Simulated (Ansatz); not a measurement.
## Structure relaxation of Ge

These are results of Ansatz, DFT PBE, scalar-relativistic, plane waves, PAW, not measurements. Cutoff 420 eV, Γ-centred k mesh, Gaussian smearing, no spin polarisation in the final step.

Ge was placed on the bcc structure type (Im-3m, No. 229), at a guessed volume.

```
Ge
1.0
    -1.84523    1.84523    1.84523
     1.84523   -1.84523    1.84523
     1.84523    1.84523   -1.84523
Ge
1
Direct
  0.00000 0.00000 0.00000
```

Steps on the 6×6×6 mesh (1 atom). 6 of 6 steps are shown, and the free energy counts from the last. Trial steps that were taken back and renewals of the plane-wave basis can be among the rows.

| step | ΔF (meV/atom) | V (Å³/atom) | P (GPa) |
| --- | --- | --- | --- |
| 1 | 232.2 | 25.13 | -9.92 |
| 2 | 51.3 | 21.63 | -6.25 |
| 3 | 7.0 | 18.44 | 3.33 |
| 4 | -0.6 | 19.44 | -0.65 |
| 5 | -1.0 | 19.26 | -0.02 |
| 6 | 0.0 | 19.26 | -0.03 |

A final relaxation ran on a 22×22×22 mesh. The relaxed crystal, Im-3m (No. 229):

Space group Im-3m (No. 229). a = 3.374 Å, b = 3.374 Å, c = 3.374 Å, α = 90.00°, β = 90.00°, γ = 90.00°
```tsv
atom	site	symmetry	x	y	z
Ge	2a	m-3m	0.0000	0.0000	0.0000
```

```json
{
 "Volume per atom": "19.20 Å³",
 "Density": "6.28 g/cm³",
 "Energy over the standard structure": "0.33 eV/atom",
 "Gap on the 22×22×22 mesh": "0 eV (a metal)"
}
```

Energies count from the standard state of Ge at the same level.

The final run used a 22×22×22 mesh on its 1-atom cell and 0.10 eV smearing. The k mesh leaves about 4 meV/atom of noise in metals.

Symmetry constrained the relaxation, so the result can be a saddle point.